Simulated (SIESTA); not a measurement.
ZrB2 under changes of volume

One of the cells (10.249 Å³/atom); the others are scaled copies at fixed shape and fractional positions:

```xyz
3
Lattice="3.1700 0.0000 0.0000 -1.5850 2.7453 0.0000 0.0000 0.0000 3.5330" Properties=species:S:1:pos:R:3 pbc="T T T"
Zr    0.0000    0.0000    0.0000
B     1.5850    0.9151    1.7665
B     0.0000    1.8302    1.7665
```

- Program: SIESTA 5.4.2
- Functional: LDA
- Potentials or basis: PseudoDojo 0.4 standard (LDA files)
- Basis: DZP (energy shift 0.002 Ry)
- Grid cutoff: 800 Ry
- Energy shift: 0.002 Ry
- k mesh: 10 × 10 × 8
- Occupations: fermi-dirac, width 0.05 eV
- Spin: no spin polarisation

```csv
volume (Å³/atom),energy over the lowest point (meV/atom),pressure (GPa)
9.634,7.04,8.6
9.839,0.00,2.5
10.044,0.28,-2.9
10.249,7.15,-7.8
10.454,?,?
10.659,38.08,-16.1
10.864,61.02,-19.7
```

Problem. What does the run at 10.454 Å³/atom give?

Solution. Energy over the lowest point 19.95 meV/atom; pressure -12.1 GPa.

Worked out: A Birch-Murnaghan fit of order 3 (a polynomial in V^(-2/3)) to the other rows has its minimum at 9.93 Å³/atom with B0 = V·E''(V) = 264 GPa and B' = 4.1 at fixed shape and positions, which overstates the stiffness. It gives 19.95 meV/atom at 10.454 Å³/atom, against the run's 19.95, and -dE/dV = -12.2 GPa, against -12.1.

Energies are extrapolated to zero smearing.

Caveats: semicore shells carry a single zeta, which can move pressures by several GPa and volumes by a few percent; the basis of atomic orbitals isn't converged, which shifts pressures, moduli and gaps.
